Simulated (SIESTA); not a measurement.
Sn:

```
CELL_PARAMETERS angstrom
3.40608 0.00000 0.00000
-0.19543 3.40046 0.00000
-1.55493 -1.74781 2.47562
ATOMIC_POSITIONS crystal
Sn 0.00000 0.00000 0.00000
```

This isn't the form of Sn at room conditions, which is tetragonal (white tin).

```yaml
Program: SIESTA 5.4.2
Task: relaxation of cell and atoms
Functional: LDA
Potentials_or_basis: PseudoDojo 0.4 standard (PBE files, fully relativistic)
Basis: TZP (energy shift 0.002 Ry)
Grid_cutoff: 500 Ry
Energy_shift: 0.002 Ry
k_mesh: 8 × 8 × 8
Occupations: fermi-dirac, width 0.05 eV
Spin: non-collinear spin, ferromagnetic start, spin-orbit coupling
Starting_moments: "[[0.354, 0.354, 0.0]] μB"
```

At the start: pressure -4.1 GPa; volume 28.67 Å³/atom.

Where does the relaxation end?

Over 13 steps the energy falls by 23.0 meV/atom and the volume is 26.49 Å³/atom (-7.6 %); space group Fm-3m (No. 225, to 0.05 Å); moment 0.00 μB per cell.

The path:
```csv
step,energy change (eV),largest force (eV/Å),pressure (GPa),volume (Å³)
1,0.0000,0.0000,-4.15,28.67
2,-0.0014,0.0000,-4.08,28.62
3,-0.0301,0.0000,1.56,25.73
4,-0.0302,0.0000,-1.31,26.99
5,0.0166,0.0000,7.16,23.83
6,-0.0277,0.0000,2.01,25.55
7,-0.0287,0.0000,-1.11,26.90
8,-0.0237,0.0000,2.42,25.41
9,-0.0168,0.0000,4.16,24.75
10,-0.0218,0.0000,-1.51,27.15
11,-0.0242,0.0000,0.03,26.48
12,-0.0233,0.0000,-0.55,26.75
13,-0.0230,0.0000,0.03,26.49
```

Final structure:
```
Sn
1.0
     3.34431    0.09496   -0.02955
    -0.09709    3.34413    0.02950
    -1.59694   -1.74476    2.36638
Sn
1
Direct
  0.00000 0.00000 0.00000
```

Caveat: semicore shells carry a single zeta, which can move pressures by several GPa and volumes by a few percent; the potentials were made for another functional, which shifts forces and pressure; the basis of atomic orbitals isn't converged, which shifts pressures, moduli and gaps.
